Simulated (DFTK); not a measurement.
Fe in DFTK: convergence with cutoff

Fe:

```xyz
1
Lattice="-1.4430 1.4430 1.4430 1.4430 -1.4430 1.4430 1.4430 1.4430 -1.4430" Properties=species:S:1:pos:R:3 pbc="T T T"
Fe    0.0000    0.0000    0.0000
```

- Program: DFTK 0.8.2
- Task: convergence study
- Functional: PBEsol
- Potentials or basis: SPMS 1.0 (PBE)
- Cutoff: 272 eV
- k mesh: 6 × 6 × 6
- Occupations: gaussian, width 0.15 eV
- Spin: collinear spin, random start
- Starting moments: [1.95] μB

These are the settings of the first run; the series varies cutoff, with any setting tied to it.

Hardware: 1 thread of Intel(R) Xeon(R) Platinum 8375C CPU @ 2.90GHz (Ice Lake), with other jobs on the host.

```csv
cutoff,"energy less the tightest run, at zero smearing (meV/atom)",pressure (GPa),absolute moment (μB),SCF cycles
272.114 eV,70110.21,-2371.54,1.69,14
380.959 eV,13927.06,-805.28,2.40,13
435.382 eV,5469.01,-409.20,2.40,12
571.439 eV,331.30,-59.56,2.36,12
707.496 eV,11.23,-22.02,2.35,12
816.342 eV,0.78,-20.22,2.35,12
979.61 eV,0.15,-20.12,2.35,12
1197.3 eV,0.00,-20.12,2.35,12
```

Against the tightest run, the energy stays within 1 meV/atom from 816.342 eV on; the pressure stays within 0.1 GPa from 979.61 eV on; the absolute moment stays within 0.02 μB from 571.439 eV on. The tightest run that finished is the yardstick and may itself not be fully converged.

Caveat, for the tightest run too: the k mesh is coarse (spacing up to 0.51 Å⁻¹), so the values aren't converged; so large a pressure means that the cell lies far from this level's equilibrium, or that cutoff or potentials fall short; the potentials were made for another functional, which shifts forces and pressure.
